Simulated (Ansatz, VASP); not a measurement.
**CuI (Marshite): VASP beside Ansatz**

```
I Cu
1.0
     0.00000    3.03150    3.03150
     3.03150    0.00000    3.03150
     3.03150    3.03150    0.00000
I Cu
1 1
Direct
  0.00000 0.00000 0.00000
  0.75000 0.75000 0.75000
```

Alike in both runs: functional PBEsol; k mesh 8 × 8 × 8; occupations fermi-dirac, width 0.05 eV; no spin polarisation; Hubbard terms Cu d U = 1.0 eV.

|  | VASP | Ansatz |
| --- | --- | --- |
| version | VASP 6.6.1 | Ansatz 0.2.0 |
| potentials or method | VASP PAW PBE potentials, release 64 (I, Cu) | Ansatz PAW |
| plane-wave cutoff (eV) | 520 | 420 |
| valence electrons in the cell | 18 | 36 |
| task | single point | band structure |

|  | VASP | Ansatz | Ansatz less VASP |
| --- | --- | --- | --- |
| gap on the k mesh at the Fermi level (eV) | 1.18 | 1.21 | +0.032 |
| least direct gap on the mesh (eV) | 1.18 | 1.21 | +0.032 |
| pressure (GPa) | -2.4 | -2.4 | -0.04 |

The programs project onto different local orbitals, so the same U acts differently. The two sets of potentials don't hold the same shells in valence.

Caveats: spin-orbit coupling is left out, which moves the levels of the heavy elements; the PAW data sets were made with another functional, which shifts forces and pressure a little (VASP); the PAW data sets come from PBE, with cores solved anew for the run's functional, which leaves a small shift of forces and pressure (Ansatz).
